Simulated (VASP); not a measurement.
# BaTiO3 (Pm-3m) in VASP: further runs, part 3 of 3

VASP 6.6.1. The steps go on from the part before.

## Step 5: Dielectric tensor, PBEsol

INCAR reads:

```
PREC = Accurate
ENCUT = 280
EDIFF = 1E-8
ISMEAR = 0
SIGMA = 0.01
LREAL = False
LASPH = True
NELM = 100
ALGO = Normal
ISIF = 2
LWAVE = False
LCHARG = False
GGA = PS
LEPSILON = True
```

KPOINTS reads:

```
Automatic mesh
0
Gamma
  3 3 3
```

POSCAR reads:

```
BaTiO3
1.0
    4.0060000000      0.0000000000      0.0000000000
    0.0000000000      4.0060000000      0.0000000000
    0.0000000000      0.0000000000      4.0060000000
Ba Ti O
1 1 3
Direct
    0.5000000000      0.5000000000      0.5000000000
    0.0000000000      0.0000000000      0.0000000000
    0.0000000000      0.0000000000      0.5000000000
    0.0000000000      0.5000000000      0.0000000000
    0.5000000000      0.0000000000      0.0000000000
```

Potentials or basis: VASP PAW PBE potentials, release 64 (Ba_sv, Ti_sv, O).

Launch:

```
cat potpaw_PBE.64/Ba_sv/POTCAR potpaw_PBE.64/Ti_sv/POTCAR potpaw_PBE.64/O/POTCAR > POTCAR
mpirun -np 1 vasp_std > vasp.out
```

OUTCAR:

```text
PREC = Accurate
   ENCUT = 280
   EDIFF = 1E-8
   ISMEAR = 0
   LREAL = False
   LASPH = True
   NELM = 100
   ISIF = 2
   GGA = PS
   LEPSILON = True

 Found      4 irreducible k-points:

 Following reciprocal coordinates:
            Coordinates               Weight
  0.000000  0.000000  0.000000      1.000000
  0.333333  0.000000  0.000000      6.000000
  0.333333  0.333333  0.000000     12.000000
  0.333333  0.333333  0.333333      8.000000
   k-points           NKPTS =      4   k-points in BZ     NKDIM =      4   number of bands    NBANDS=     24
   number of dos      NEDOS =    301   number of ions     NIONS =      5
   total plane-waves  NPLWV =  13824
   dimension x,y,z NGX =    24 NGY =   24 NGZ =   24
   dimension x,y,z NGXF=    48 NGYF=   48 NGZF=   48
   ions per type =               1   1   3
   NGX,Y,Z   is equivalent  to a cutoff of   9.96,  9.96,  9.96 a.u.
   NGXF,Y,Z  is equivalent  to a cutoff of  19.92, 19.92, 19.92 a.u.
 SYSTEM =  unknown system
   PREC   = accura    normal or accurate (medium, high low for compatibility)
   ISTART =      0    job   : 0-new  1-cont  2-samecut
   ICHARG =      2    charge: 1-file 2-atom 10-const
   ISPIN  =      1    spin polarized calculation?
   LNONCOLLINEAR =      F non collinear calculations
   LSORBIT =      F    spin-orbit coupling
   LASPH  =      T    aspherical Exc in radial PAW
[... 227 lines left out ...]
 -----------------------------------------------------------------------------
     0.00875  0.00000  0.00000           ( -0.00001  0.00000  0.00000)
     0.00000  0.00875 -0.00000           (  0.00000 -0.00001  0.00000)
     0.00000  0.00000 -0.01624           (  0.00000  0.00000  0.00019)

 PIEZOELECTRIC TENSOR FIELD DIRECTION 3  (C/m^2)
 -----------------------------------------------------------------------------
     0.00218  0.00000  0.00000
     0.00000  0.00218 -0.00000
     0.00000  0.00000 -0.00405

 MACROSCOPIC STATIC DIELECTRIC TENSOR (including local field effects in DFT)
 ------------------------------------------------------
           8.689308     0.000000    -0.000000
           0.000000     8.689308    -0.000000
           0.000000     0.000000     8.689308
 ------------------------------------------------------

 PIEZOELECTRIC TENSOR (including local field effects)  for field in x, y, z        (e  Angst)
          XX          YY          ZZ          XY          YZ          ZX
  --------------------------------------------------------------------------------
  x     0.00000     0.00000     0.00000     0.00000     0.00000     0.00000
  y     0.00000     0.00000     0.00000     0.00000     0.00000     0.00000
  z     0.00000     0.00000     0.00000     0.00000     0.00000     0.00000

 PIEZOELECTRIC TENSOR (including local field effects)  for field in x, y, z        (C/m^2)
          XX          YY          ZZ          XY          YZ          ZX
  --------------------------------------------------------------------------------
  x     0.00000     0.00000     0.00000     0.00000     0.00000     0.00000
  y     0.00000     0.00000     0.00000     0.00000     0.00000     0.00000
  z     0.00000     0.00000     0.00000     0.00000     0.00000     0.00000

 BORN EFFECTIVE CHARGES (including local field effects) (in |e|, cummulative output)
 ---------------------------------------------------------------------------------
 ion    1
    1     2.85259    -0.00000    -0.00000
    2     0.00000     2.85259     0.00000
    3    -0.00000     0.00000     2.85259
 ion    2
    1     9.35262    -0.00000    -0.00000
    2     0.00000     9.35262     0.00000
    3     0.00000     0.00000     9.35262
 ion    3
    1    -2.40452    -0.00000    -0.00000
    2     0.00000    -2.40452     0.00000
    3     0.00000     0.00000    -7.39617
 ion    4
    1    -2.40452     0.00000     0.00000
    2     0.00000    -7.39617     0.00000
    3     0.00000     0.00000    -2.40452
 ion    5
    1    -7.39617     0.00000    -0.00000
    2     0.00000    -2.40452     0.00000
    3     0.00000     0.00000    -2.40452
```

OSZICAR:

```text
[... 13 lines left out ...]
RMM:  15    -0.142727708818E+01   -0.12811E-04    0.10262E-04   550   0.406E-03    0.460E-04
RMM:  16    -0.142735338905E+01   -0.76301E-04    0.96118E-05   687   0.460E-03    0.130E-03
RMM:  17    -0.142730295124E+01    0.50438E-04    0.10405E-04   610   0.378E-03    0.417E-04
RMM:  18    -0.142730778546E+01   -0.48342E-05    0.61132E-05   549   0.229E-03    0.803E-04
RMM:  19    -0.142731606468E+01   -0.82792E-05    0.74133E-05   434   0.177E-03    0.100E-03
RMM:  20    -0.142732416628E+01   -0.81016E-05    0.21369E-05   346   0.134E-03    0.125E-03
RMM:  21    -0.142733280287E+01   -0.86366E-05    0.24072E-05   536   0.108E-03    0.132E-03
RMM:  22    -0.142734088891E+01   -0.80860E-05   -0.72037E-06   421   0.710E-04    0.139E-03
RMM:  23    -0.142734263086E+01   -0.17419E-05   -0.16459E-05   249   0.440E-04    0.147E-03
```

It took 2.8 min on 1 thread of Intel Xeon Platinum 8259CL at 2.50GHz (Skylake/Cascade Lake), shared host; peak memory 0.14 GiB.

The run converged, but a check on its numbers failed (symmetry, net force, bounds or a known fault of this set-up), so they aren't taken as properties of the crystal.

Caveat: the k mesh is coarse (spacing up to 0.52 Å⁻¹), so the values aren't converged; the cutoff lies under the usual one of these potentials, so the numbers hold a large basis-set error; the PAW data sets were made with another functional, which shifts forces and pressure a little; spin-orbit coupling is left out, which moves the levels of the heavy elements; an odd mesh through Γ misses points on the zone boundary, where band edges often lie.

## Step 6: The reference run

An earlier run on the cell as given: functional PBEsol; potentials or basis VASP PAW PBE potentials, release 64 (Ba_sv, Ti_sv, O); cutoff 520 eV; k mesh 7 × 7 × 7; occupations fermi-dirac, width 0.05 eV; no spin polarisation.

- Pressure: -2.8 GPa
- Band gap on the k mesh: 1.76 eV, indirect (least direct gap 1.84 eV)
